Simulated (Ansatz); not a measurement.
MnSb in the zincblende structure

Method: r²SCAN, scalar-relativistic; collinear spin; PAW, 500 eV, Γ-centred 10×10×10 mesh, 0.05 eV Gaussian smearing; code Ansatz. The datasets are Ansatz's generated set soft_2.

```
CELL_PARAMETERS angstrom
0.00000 3.10029 3.10029
3.10029 0.00000 3.10029
3.10029 3.10029 0.00000
ATOMIC_POSITIONS crystal
Mn 0.00000 0.00000 0.00000
Sb 0.25000 0.25000 0.25000
```

This is a trial structure; measured cells of the compound in the Crystallography Open Database are in space group P63/mmc.

Magnetic state: ferromagnetic, site spin moments Mn 4.12; Sb -0.24 μB.

The cell is relaxed to zero pressure at this level.

The cell has space group F-43m (read at 0.01 Å). In it the stress is 0.00, 0.00, 0.00, 0.00, 0.00, 0.00 GPa and the largest force component 0.000 eV/Å. Each change below starts from this cell, without further relaxation. Stress is in GPa, positive in compression, in the order xx, yy, zz, yz, xz, xy; energies are counted from the cell above and are free energies with the smearing's entropy, which match forces and stress in a metal.

**Question.** One atom was moved along a Cartesian axis, and these forces appeared. Which atom, and about how far?
```tsv
atom	Fx (eV/Å)	Fy	Fz
Mn1	0.000	0.000	-0.653
Sb2	0.000	0.000	0.652
```

**Answer.** Atom 1 (Mn) is moved by 0.12 Å along z; the energy changes by 39.0 meV per cell. Moving the other atom the opposite way is the same thing.

**Question.** A single strain component, atoms carried along, gave the stress 0.96, 0.96, 0.92, 0.00, 0.00, 0.00. Which component, and about how large?

**Answer.** An engineering strain of -2 % in zz; the energy changes by 3.4 meV per cell.

**Question.** All atoms and the cell are disturbed at random:
```
CELL_PARAMETERS angstrom
-0.01296 3.07075 3.04621
3.00709 -0.03206 3.06531
3.05266 3.13542 -0.07763
ATOMIC_POSITIONS crystal
Mn 0.98584 0.01771 0.03043
Sb 0.26416 0.23229 0.21957
```
Give the energy change, the stress and the forces.

**Answer.** 395.6 meV per cell; stress 1.60, 4.56, 4.87, 9.13, 3.63, 1.92 GPa. Spin moments: Mn 3.92; Sb -0.16 μB.
```tsv
atom	Fx (eV/Å)	Fy	Fz
Mn1	-1.956	-1.029	-0.831
Sb2	1.956	1.029	0.831
```

For elements this heavy, spin–orbit coupling would shift levels and gaps; it isn't included here. The run wasn't fully tested for a lower electronic state. Site moments are of spin, integrated over atomic spheres. The moments were started parallel, and the real magnetic order may be another.
